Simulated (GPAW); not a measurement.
Runs of GPAW 26.7.0 on AgBr. The structure is cubic, space group Fm-3m (No. 225). Conventional cell: a = 5.740 Å, b = 5.740 Å, c = 5.740 Å, α = 90.00°, β = 90.00°, γ = 90.00°. Around Ag (site symmetry m-3m) lie 6 Br at 2.87 Å. Br (site symmetry m-3m) has 6 Ag at 2.87 Å as nearest neighbours. 

```tsv
task	level	potentials or basis	spin	eigensolver	band path	band points	spin axis theta (degrees)	spin axis phi (degrees)	gap on the mesh (eV)	pressure (GPa)	V0 of scaled cells (Å³/atom)	B0 (GPa)
band structure	OLYP	PAW data sets generated in the run's folder for this functional, pw	SOC, no magnetisation	davidson	GXWKGLUWLK,UX	60	0	0	1.17	5.9	-	-
equation of state	BLYP+D3	PAW data sets generated in the run's folder for this functional, pw	off	davidson	-	-	-	-	-	-	(a)	41
equation of state	BLYP+D3(BJ)	PAW data sets generated in the run's folder for this functional, pw	off	davidson	-	-	-	-	-	-	23.90	(c)
band structure	rSCAN	GPAW PAW data sets (gpaw-data 1.2.1), pw	SOC, no magnetisation	-	GXWKGLUWLK,UX	80	0	0	1.23	1.3	-	-
band structure	LDA	PAW data sets generated in the run's folder for this functional, pw	off	-	GXWKGLUWLK,UX	100	-	-	(d)	-4.0	-	-
band structure	RPBE	the program's PAW data sets (release 1.2.1) made for this functional, pw	SOC, no magnetisation	-	GXWKGLUWLK,UX	60	90	0	(b)	5.3	-	-
```

Alike in all rows: cell as given; k mesh 7 × 7 × 7; cutoff (eV) 600; smearing fermi-dirac 0.05 eV.

Estimate the missing entries.

(a) 24.71; (b) 0.81; (c) 48; (d) 0.44.

Caveats: spin-orbit coupling was added after a scalar SCF, so levels and gaps hold it while energy, forces, pressure and moments don't (some runs); this program's spin-orbit splittings come out too wide for heavy elements (some runs); the PAW data sets were made with another functional, which shifts forces and pressure a little (some runs).

A k mesh can miss the band edges, and rows without SOC leave out spin-orbit coupling on Ag, Br.

Runs at the PBE level aren't shown here.
